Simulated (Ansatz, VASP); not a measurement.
## ZnO: VASP beside Ansatz

```
Zn O
1.0
     3.23091    0.00000    0.00000
    -1.61545    2.79805    0.00000
     0.00000    0.00000    5.21561
Zn O
2 2
Direct
  0.33333 0.66667 0.94705
  0.66667 0.33333 0.44705
  0.33333 0.66667 0.43495
  0.66667 0.33333 0.93495
```

Change from the starting cell: polar distortion scaled by 0.10.

Alike in both runs: task single point; functional PBEsol; k mesh 9 × 9 × 6; no spin polarisation.

|  | VASP | Ansatz |
| --- | --- | --- |
| version | VASP 6.6.1 | Ansatz 0.2.0 |
| potentials or method | VASP PAW PBE potentials, release 64 (Zn, O) | scalar-relativistic, plane waves, PAW |
| plane-wave cutoff (eV) | 520 | 420 |
| occupations | gaussian, width 0.01 eV | fixed |
| valence electrons in the cell | 36 | 36 |

VASP gave:

```
gap on the k mesh at the Fermi level (eV)       : 0.82
least direct gap on the mesh (eV)               : 0.82
pressure (GPa)                                  : 8.2
largest component of the traceless stress (GPa) : 12.26
rms of the force components (eV/Å)              : 0.093
```

Problem. Which values does Ansatz return?

Solution. gap on the k mesh at the Fermi level (eV): 0.82; least direct gap on the mesh (eV): 0.82; pressure (GPa): 7.1; largest component of the traceless stress (GPa): 11.29; rms of the force components (eV/Å): 0.090.

Atom by atom the forces differ by 0.003 eV/Å (rms over components). Ansatz warned: «pseudo_functional_mismatch».

Caveats: the PAW data sets were made with another functional, which shifts forces and pressure a little (VASP); an odd mesh through Γ misses points on the zone boundary, where band edges often lie.
